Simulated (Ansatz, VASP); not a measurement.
GaN: VASP beside Ansatz

```
Ga N
1.0
     0.00000    2.25350    2.25350
     2.25350    0.00000    2.25350
     2.25350    2.25350    0.00000
Ga N
1 1
Direct
  0.00000 0.00000 0.00000
  0.25000 0.25000 0.25000
```

The cell is a database's computed one.

Alike in both runs: task relaxation of cell and atoms; functional BLYP; dispersion D4; k mesh 10 × 10 × 10; occupations fermi-dirac, width 0.05 eV; no spin polarisation.

|  | VASP | Ansatz |
| --- | --- | --- |
| version | VASP 6.6.1 | Ansatz 0.2.0 |
| potentials or method | VASP PAW PBE potentials, release 64 (Ga_d, N), cutoff 600 eV | all-electron LAPW, scalar-relativistic |

|  | VASP | Ansatz | Ansatz less VASP |
| --- | --- | --- | --- |
| relaxed volume (Å³/atom) | 11.47 | 11.41 | -0.057 |
| relaxed cell length with the largest relative difference (Å) | 3.189 | 3.184 | -0.0053 |

Ansatz ran all-electron here, so the differences hold the error of VASP's frozen core and of both bases.

Caveats: the PAW data sets were made with another functional, which shifts forces and pressure a little (VASP).
